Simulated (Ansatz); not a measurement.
Input and command of a calculation in Ansatz (plane waves; scalar-relativistic PAW potentials unless the input names others):

```yaml
crystal:
  lattice:
    - [-1.78274435, 1.78274435, 1.78274435]
    - [1.78274435, -1.78274435, 1.78274435]
    - [1.78274435, 1.78274435, -1.78274435]
  atoms:
    - { symbol: Hf, position: [0.0, 0.0, 0.0] }
basis:
  ecutwfc: "600 eV"
kpoints:
  mp_grid: { grid: [16, 16, 16] }
hamiltonian:
  xc: pbe
  dispersion: d3bj
scf:
  occupations: { method: gaussian, width: 0.1 }
output:
  forces: true
  eigenvalues: true
  stress: true
```

```bash
ansatz run input.yaml --threads 1 --pin off --max-ram 1331MiB --backend cpu --events-out ev --progress --plain --runs-dir out
```

Abridged log:
```
Basis set: ecut = 600 eV, 767 PW (Γ), exchange–correlation on 50×50×50 points (8 copies of the dense FFT grid, shifted against one another)
Bands: 17, of which v1, the nominal top of the filled ones, is band 13 counted from 1 (12 counted from 0)
Symmetry: 48 space group operations
k-points: 145 of 4096
SCF iter   1: F=—  HF=-15721.631430 eV  |F-HF|=—  |Δ(HF+E_count)|=         —  Δρ=2.66e-3  dr2=7.38e-4  ethr=1.77e-3  ⟨swp⟩=4.1  Hψ=10176  notcnv=0
SCF iter   2: F=—  HF=-15721.631344 eV  |F-HF|=—  |Δ(HF+E_count)|=   8.66e-5  Δρ=1.50e-3  dr2=2.76e-4  ethr=2.84e-6  ⟨swp⟩=2.0  Hψ=5393  notcnv=0
SCF iter   3: F=—  HF=-15721.631372 eV  |F-HF|=—  |Δ(HF+E_count)|=   2.87e-5  Δρ=6.68e-4  dr2=6.11e-5  ethr=1.06e-6  ⟨swp⟩=2.0  Hψ=3711  notcnv=0
SCF iter   4: F=—  HF=-15721.631336 eV  |F-HF|=—  |Δ(HF+E_count)|=   3.60e-5  Δρ=1.77e-4  dr2=4.12e-6  ethr=2.35e-7  ⟨swp⟩=2.0  Hψ=4039  notcnv=0
SCF iter   5: F=—  HF=-15721.631338 eV  |F-HF|=—  |Δ(HF+E_count)|=   1.92e-6  Δρ=5.07e-5  dr2=4.14e-7  ethr=1.58e-8  ⟨swp⟩=2.0  Hψ=4174  notcnv=0
SCF iter   6: F=-15721.631338 eV  HF=-15721.631338 eV  |F-HF|=4.30e-8  |Δ(HF+E_count)|=   2.40e-7  Δρ=1.19e-5  dr2=2.91e-8  ethr=3.85e-10  ⟨swp⟩=4.6  Hψ=9846  notcnv=0
SCF 1 converged in 6 iterations: F = -15721.631338 eV  dr2 = 2.91e-8
SCF converged after 6 iterations
Free energy (F): -15721.631338 eV
Harris-Foulkes:  -15721.631338 eV  (|F-HF|=4.30e-8)
Internal energy: -15721.623467 eV  (E = F + TS)
E sigma→0 (E₀):  -15721.627403 eV
Entropy (-TS):   -0.007871 eV (-7.871 meV/atom)
Fermi energy:    19.278405 eV
  E_disp       = -0.444117  (pairwise vdW)
--- Forces (eV/Å), atoms counted from 1 ---
  atom   1  Hf     0.00000000     0.00000000     0.00000000
--- Stress (GPa, compression-positive) ---
       -5.032460       0.000000       0.000000
        0.000000      -5.032460       0.000000
        0.000000       0.000000      -5.032460
  P = ⅓ Tr σ = -5.0325 GPa (-50.325 kbar)
```

Apart from outputs and empty bands, the input differs from a reference run on usual settings in basis.ecutwfc: 420 → "600 eV"; hamiltonian.dispersion: not typed → "d3bj". The reference, at the same geometry (not necessarily relaxed), gave pressure -1.75 GPa, largest force 0.000 eV/Å, no gap on the mesh. This run converged in 6 SCF iterations (reference: 6) with an energy at zero smearing 445 meV/atom below the reference's (the Hamiltonian itself differs), pressure -5.03 GPa, largest force 0.000 eV/Å, no gap on the mesh.